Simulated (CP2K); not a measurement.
# BaTiO3 (P4mm) in CP2K: notebook, part 4 of 4

CP2K 2026.2. The steps go on from the part before.

### 6 Band structure, PBE

batio3_bands.inp reads:

```
&GLOBAL
  PROJECT batio3_bands
  RUN_TYPE ENERGY_FORCE
  PRINT_LEVEL LOW
&END GLOBAL
&FORCE_EVAL
  METHOD QS
  STRESS_TENSOR ANALYTICAL
  &DFT
    BASIS_SET_FILE_NAME BASIS_MOLOPT_UCL
    BASIS_SET_FILE_NAME BASIS_MOLOPT
    POTENTIAL_FILE_NAME GTH_POTENTIALS
    &MGRID
      CUTOFF 700
      REL_CUTOFF 60
      NGRIDS 4
    &END MGRID
    &QS
      METHOD GPW
      EPS_DEFAULT 1.0E-9
    &END QS
    &KPOINTS
      SCHEME MONKHORST-PACK 7 7 7
      GAMMA_CENTERED T
      SYMMETRY T
      SYMMETRY_BACKEND SPGLIB
    &END KPOINTS
    &SCF
      SCF_GUESS ATOMIC
      EPS_SCF 1.0E-6
      MAX_SCF 100
      ADDED_MOS 19
      CHOLESKY OFF
      EPS_EIGVAL 1.0E-7
      &DIAGONALIZATION ON
        ALGORITHM STANDARD
      &END DIAGONALIZATION
      &MIXING ON
        METHOD BROYDEN_MIXING
        ALPHA 0.4
        BETA 1.5
        NBUFFER 8
      &END MIXING
      &SMEAR ON
        METHOD FERMI_DIRAC
        ELECTRONIC_TEMPERATURE [K] 580.226
      &END SMEAR
    &END SCF
    &XC
      &XC_FUNCTIONAL
        &GGA_X_PBE
        &END GGA_X_PBE
        &GGA_C_PBE
        &END GGA_C_PBE
      &END XC_FUNCTIONAL
    &END XC
    &PRINT
      &KPOINTS ON
      &END KPOINTS
      &MULLIKEN ON
      &END MULLIKEN
      &MO ON
        ENERGIES T
        OCCUPATION_NUMBERS T
        &EACH
          QS_SCF 0
        &END EACH
        ADD_LAST NUMERIC
      &END MO
      &BAND_STRUCTURE
        FILE_NAME bands.bs
        ADDED_MOS 4
        &KPOINT_SET
          UNITS B_VECTOR
          NPOINTS 8
          SPECIAL_POINT GAMMA 0.00000000 0.00000000 0.00000000
          SPECIAL_POINT X 0.00000000 0.50000000 0.00000000
          SPECIAL_POINT M 0.50000000 0.50000000 0.00000000
          SPECIAL_POINT GAMMA 0.00000000 0.00000000 0.00000000
          SPECIAL_POINT Z 0.00000000 0.00000000 0.50000000
          SPECIAL_POINT R 0.00000000 0.50000000 0.50000000
          SPECIAL_POINT A 0.50000000 0.50000000 0.50000000
          SPECIAL_POINT Z 0.00000000 0.00000000 0.50000000
        &END KPOINT_SET
        &KPOINT_SET
          UNITS B_VECTOR
          NPOINTS 8
          SPECIAL_POINT X 0.00000000 0.50000000 0.00000000
          SPECIAL_POINT R 0.00000000 0.50000000 0.50000000
        &END KPOINT_SET
        &KPOINT_SET
          UNITS B_VECTOR
          NPOINTS 8
          SPECIAL_POINT M 0.50000000 0.50000000 0.00000000
          SPECIAL_POINT A 0.50000000 0.50000000 0.50000000
        &END KPOINT_SET
      &END BAND_STRUCTURE
    &END PRINT
  &END DFT
  &SUBSYS
    &CELL
      A 3.9998000000 0.0000000000 0.0000000000
      B 0.0000000000 3.9998000000 0.0000000000
      C 0.0000000000 0.0000000000 4.0180000000
      PERIODIC XYZ
    &END CELL
    &COORD
      Ba  0.0000000000 0.0000000000 0.0000000000
      Ti  1.9999000000 1.9999000000 1.9688200000
      O   0.0000000000 1.9999000000 2.0773060000
      O   1.9999000000 0.0000000000 2.0773060000
      O   1.9999000000 1.9999000000 0.0763420000
    &END COORD
    &KIND Ba
      BASIS_SET TZVP-MOLOPT-SR-GTH-q10
      POTENTIAL GTH-PBE-q10
    &END KIND
    &KIND Ti
      BASIS_SET TZVP-MOLOPT-SR-GTH-q12
      POTENTIAL GTH-PBE-q12
    &END KIND
    &KIND O
      BASIS_SET TZVP-MOLOPT-GTH-q6
      POTENTIAL GTH-PBE-q6
    &END KIND
    &PRINT
      &ATOMIC_COORDINATES ON
      &END ATOMIC_COORDINATES
      &CELL ON
      &END CELL
      &SYMMETRY ON
      &END SYMMETRY
    &END PRINT
  &END SUBSYS
  &PRINT
    &FORCES ON
    &END FORCES
    &STRESS_TENSOR ON
    &END STRESS_TENSOR
  &END PRINT
&END FORCE_EVAL
```

Potentials or basis: GTH_POTENTIALS Ba GTH-PBE-q10, Ti GTH-PBE-q12, O GTH-PBE-q6; TZVP-MOLOPT-SR-GTH, TZVP-MOLOPT-GTH basis.

Started as:

```bash
OMP_NUM_THREADS=1 cp2k.psmp -i batio3_bands.inp -o batio3_bands.out
```

batio3_bands.out:

```text

 CP2K| version string:                                       CP2K version 2026.2
 CP2K| Input file name                                          batio3_bands.inp

 GLOBAL| Force Environment number                                              1
 GLOBAL| Basis set file name                                    BASIS_MOLOPT_UCL
 GLOBAL| Potential file name                                      GTH_POTENTIALS
 GLOBAL| MM Potential file name                                     MM_POTENTIAL
 GLOBAL| Coordinate file name                                      __STD_INPUT__
 GLOBAL| Method name                                                        CP2K
 GLOBAL| Project name                                               batio3_bands
 GLOBAL| Run type                                                   ENERGY_FORCE
 GLOBAL| FFT library                                                       FFTW3
 GLOBAL| Diagonalization library                                       ScaLAPACK
 GLOBAL| Cholesky decomposition library                                ScaLAPACK
 GLOBAL| DGEMM library                                                      BLAS
 GLOBAL| Direct generalized diagonalization requested                          F
 GLOBAL| Matrix multiplication library                                 ScaLAPACK
 GLOBAL| Global print level                                                  LOW
 GLOBAL| Total number of message passing processes                             1
 GLOBAL| Number of threads for this process                                    1
 GLOBAL| CPU model name                                 Intel(R) Xeon(R) 6975P-C

 CELL| Volume [angstrom^3]:                                            64.281571
 CELL| Vector a [angstrom]:       4.000     0.000     0.000   |a| =     3.999800
 CELL| Vector b [angstrom]:       0.000     4.000     0.000   |b| =     3.999800
 CELL| Vector c [angstrom]:       0.000     0.000     4.018   |c| =     4.018000
 CELL| Angle (b,c), alpha [degree]:                                    90.000000
 CELL| Angle (a,c), beta  [degree]:                                    90.000000
 CELL| Angle (a,b), gamma [degree]:                                    90.000000
 CELL| Numerically orthorhombic:                                             YES
 CELL| Periodicity                                                           XYZ

 CELL_REF| Volume [angstrom^3]:                                        64.281571
 CELL_REF| Vector a [angstrom     4.000     0.000     0.000   |a| =     3.999800
 CELL_REF| Vector b [angstrom     0.000     4.000     0.000   |b| =     3.999800
 CELL_REF| Vector c [angstrom     0.000     0.000     4.018   |c| =     4.018000
 CELL_REF| Angle (b,c), alpha [degree]:                                90.000000
 CELL_REF| Angle (a,c), beta  [degree]:                                90.000000
 CELL_REF| Angle (a,b), gamma [degree]:                                90.000000
 CELL_REF| Numerically orthorhombic:                                         YES
 CELL_REF| Periodicity                                                       XYZ

[... 8 lines left out ...]
 TOTAL NUMBERS AND MAXIMUM NUMBERS

  Total number of            - Atomic kinds:                                   3
                             - Atoms:                                          5
                             - Shell sets:                                     5
                             - Shells:                                        40
                             - Primitive Cartesian functions:                 33
                             - Cartesian basis functions:                    114
                             - Spherical basis functions:                    104

  Maximum angular momentum of- Orbital basis functions:                        3
                             - Local part of the GTH pseudopotential:          2
                             - Non-local part of the GTH pseudopotential:      3

 MODULE QUICKSTEP: ATOMIC COORDINATES IN ANGSTROM

[... 138 lines left out ...]
  Core Hamiltonian energy:                                     72.88114573778427
  Hartree energy:                                             100.44686994464051
  Exchange-correlation energy:                                -21.75404581535675
  Electronic entropic energy:                                  -0.00000000003599
  Fermi energy:                                                 0.33513796418098

  Total energy:                                              -132.14350661238237
  Total energy (extrapolated to T->0):                       -132.14350661236438

 MO| EIGENVALUES AND OCCUPATION NUMBERS FOR K POINT 1
 MO|
 MO|  Index      Eigenvalue [a.u.]        Eigenvalue [eV]             Occupation
 MO|      1              -1.827102             -49.717968               2.000000
 MO|      2              -0.900645             -24.507791               2.000000
 MO|      3              -0.899561             -24.478298               2.000000
 MO|      4              -0.899558             -24.478226               2.000000
 MO|      5              -0.611009             -16.626410               2.000000
 MO|      6              -0.291037              -7.919531               2.000000
[... 481 lines left out ...]
 MO|     38               1.066930              29.032641               0.000000
 MO|     39               1.074228              29.231220               0.000000
 MO| Sum:                                                              40.000000
 MO| E(Fermi):            0.335138 a.u.          9.119568 eV
 MO| Band gap:            0.130299 a.u.          3.545619 eV

 MO| EIGENVALUES AND OCCUPATION NUMBERS FOR K POINT 12
 MO|
 MO|  Index      Eigenvalue [a.u.]        Eigenvalue [eV]             Occupation
 MO|      1              -1.827144             -49.719115               2.000000
 MO|      2              -0.899734             -24.483018               2.000000
 MO|      3              -0.898944             -24.461521               2.000000
 MO|      4              -0.898162             -24.440220               2.000000
 MO|      5              -0.615334             -16.744101               2.000000
 MO|      6              -0.324818              -8.838744               2.000000
[... 121 lines left out ...]
 MO|     38               1.006084              27.376947               0.000000
 MO|     39               1.092854              29.738060               0.000000
 MO| Sum:                                                              40.000000
 MO| E(Fermi):            0.335138 a.u.          9.119568 eV

 [... the levels of further k-points ...]

 !-----------------------------------------------------------------------------!
                     Mulliken Population Analysis

 #  Atom  Element  Kind  Atomic population                           Net charge
       1     Ba       1          8.611075                              1.388925
       2     Ti       2         11.875523                              0.124477
       3     O        3          6.506146                             -0.506146
       4     O        3          6.506146                             -0.506146
       5     O        3          6.501109                             -0.501109
 # Total charge                             40.000000                 -0.000000

 !-----------------------------------------------------------------------------!

 KPOINTS| Band Structure Calculation
 KPOINTS| Number of k-point sets                                               3
 KPOINTS| Number of added MOs/bands                                            4
 KPOINTS| Number of k-points in set    1                                      57
 KPOINTS| In units of b-vector [2pi/Bohr]
 KPOINTS| Special point     1       GAMMA     0.000000     0.000000     0.000000
 KPOINTS| Special point     2           X     0.000000     0.500000     0.000000
 KPOINTS| Special point     3           M     0.500000     0.500000     0.000000
 KPOINTS| Special point     4       GAMMA     0.000000     0.000000     0.000000
 KPOINTS| Special point     5           Z     0.000000     0.000000     0.500000
 KPOINTS| Special point     6           R     0.000000     0.500000     0.500000
 KPOINTS| Special point     7           A     0.500000     0.500000     0.500000
 KPOINTS| Special point     8           Z     0.000000     0.000000     0.500000
 KPOINTS| Number of k-points in set    2                                       9
 KPOINTS| In units of b-vector [2pi/Bohr]
 KPOINTS| Special point     1           X     0.000000     0.500000     0.000000
 KPOINTS| Special point     2           R     0.000000     0.500000     0.500000
 KPOINTS| Number of k-points in set    3                                       9
 KPOINTS| In units of b-vector [2pi/Bohr]
 KPOINTS| Special point     1           M     0.500000     0.500000     0.000000
 KPOINTS| Special point     2           A     0.500000     0.500000     0.500000

 ENERGY| Total FORCE_EVAL ( QS ) energy [hartree]           -132.143506688362521

 FORCES| Atomic forces [hartree/bohr]
 FORCES|   Atom     x               y               z               |f|
 FORCES|      1 -1.14824379E-08 -1.14909468E-08  2.03447486E-03   2.03447486E-03
 FORCES|      2  2.10859635E-08  2.10631281E-08 -2.65979616E-03   2.65979616E-03
 FORCES|      3  3.55825315E-09  1.96777851E-09 -3.07408932E-03   3.07408932E-03
 FORCES|      4  1.96667526E-09  3.56508342E-09 -3.07408932E-03   3.07408932E-03
 FORCES|      5  1.84586959E-09  1.86899468E-09  4.66317862E-03   4.66317862E-03
 FORCES| Sum     1.69743236E-08  1.69740379E-08 -2.11032130E-03
 FORCES| Total atomic force                                       2.11032130E-03

 STRESS| Analytical stress tensor [bar]
 STRESS|                        x                   y                   z
 STRESS|      x        3.99876760428E+04   7.84384630511E-04  -1.76262961315E-03
 STRESS|      y        7.84384630511E-04   3.99876760393E+04  -1.77304609583E-03
 STRESS|      z       -1.76262961315E-03  -1.77304609583E-03   4.88870050619E+04
 STRESS| 1/3 Trace                                             4.29541190480E+04
 STRESS| Determinant                                           7.81710170086E+13

 STRESS| Eigenvectors and eigenvalues of the analytical stress tensor [bar]
 STRESS|                        1                   2                   3
 STRESS| Eigenvalues   3.99876752567E+04   3.99876768255E+04   4.88870050619E+04
 STRESS|      x          -0.706315677133      0.707897001149     -0.000000198063
 STRESS|      y           0.707897001149      0.706315677133     -0.000000199234
 STRESS|      z           0.000000001142      0.000000280930      1.000000000000
```

Run time: 1.7 min. Hardware: 1 thread of Intel Xeon 6975P-C (Granite Rapids), shared host; peak memory 0.58 GiB.

What came out:

| Item | Value |
| --- | --- |
| Free energy | -3595.8077 eV |
| Pressure | 4.3 GPa |
| Band gap on the k mesh | 1.84 eV, indirect (least direct gap 2.05 eV) |
| Band gap along the path | 1.74 eV, indirect (least direct gap 2.05 eV) |
| Mulliken charges | Ba +1.39; Ti +0.12; O -0.51, -0.50 e |

Levels at the corners of the path, in eV from the valence-band top:
```tsv
point	band 16	band 17	band 18	band 19	band 20	band 21	band 22	band 23	band 24	band 25
Γ	-1.23	-1.14	-0.33	-0.31	-0.31	1.74	1.96	1.96	3.94	4.03
X	-1.96	-1.85	-1.75	-0.97	-0.86	2.10	3.47	3.51	4.00	5.84
M	-2.73	-1.79	-0.99	-0.99	-0.09	3.51	3.51	3.91	4.66	7.60
Γ	-1.23	-1.14	-0.33	-0.31	-0.31	1.74	1.96	1.96	3.94	4.03
Z	-1.96	-1.96	-1.96	-0.73	-0.73	1.91	3.53	3.53	3.94	5.97
R	-2.69	-1.75	-0.92	-0.91	-0.17	3.49	3.54	3.89	4.78	7.58
A	-2.49	-2.46	-0.09	-0.09	0.00	4.15	4.15	4.15	6.51	6.67
Z	-1.96	-1.96	-1.96	-0.73	-0.73	1.91	3.53	3.53	3.94	5.97
X	-1.96	-1.85	-1.75	-0.97	-0.86	2.10	3.47	3.51	4.00	5.84
R	-2.69	-1.75	-0.92	-0.91	-0.17	3.49	3.54	3.89	4.78	7.58
M	-2.73	-1.79	-0.99	-0.99	-0.09	3.51	3.51	3.91	4.66	7.60
A	-2.49	-2.46	-0.09	-0.09	0.00	4.15	4.15	4.15	6.51	6.67
```

Caveat: Mulliken charges move with the basis; spin-orbit coupling is left out, which moves the levels of the heavy elements; the mesh misses the band edges, which the band path finds closer together; the basis of atomic orbitals isn't converged, which shifts pressures, moduli and gaps. Expect the measured gap to be larger: semilocal functionals such as PBE lack the derivative discontinuity.

### 7 Overview

```csv
potentials or basis,ADDED_MOS,gap on the mesh (eV),pressure (GPa)
"GTH_POTENTIALS Ba GTH-PBE-q10, Ti GTH-PBE-q12, O GTH-PBE-q6; SZV-MOLOPT-SR-GTH basis",[7],1.34,14.8
"GTH_POTENTIALS Ba GTH-PBE-q10, Ti GTH-PBE-q12, O GTH-PBE-q6; DZVP-MOLOPT-SR-GTH basis",[19],1.80,4.5
"POTENTIAL_UZH Ba GTH-PBE-q10, Ti GTH-PBE-q12, O GTH-PBE-q6; DZVP-MOLOPT-PBE-GTH basis",[19],1.83,5.2
"POTENTIAL_UZH Ba GTH-PBE-q10, Ti GTH-PBE-q12, O GTH-PBE-q6; ccGRB-D basis",[19],1.82,6.1
"GTH_POTENTIALS Ba GTH-PBE-q10, Ti GTH-PBE-q12, O GTH-PBE-q6; TZVP-MOLOPT-SR-GTH, TZVP-MOLOPT-GTH basis",[19],1.84,4.3
```

Alike in all rows: task band structure; level PBE; no spin polarisation; cell as given; k mesh 7 × 7 × 7; smearing fermi-dirac 0.05 eV.

Caveats: spin-orbit coupling is left out, which moves the levels of the heavy elements; the basis of atomic orbitals isn't converged, which shifts pressures, moduli and gaps; the mesh misses the band edges, which the band path finds closer together (some runs); a minimal basis gives rough bond lengths, pressures and levels (some runs).

Absolute energies hang on the potentials; compare differences alone.
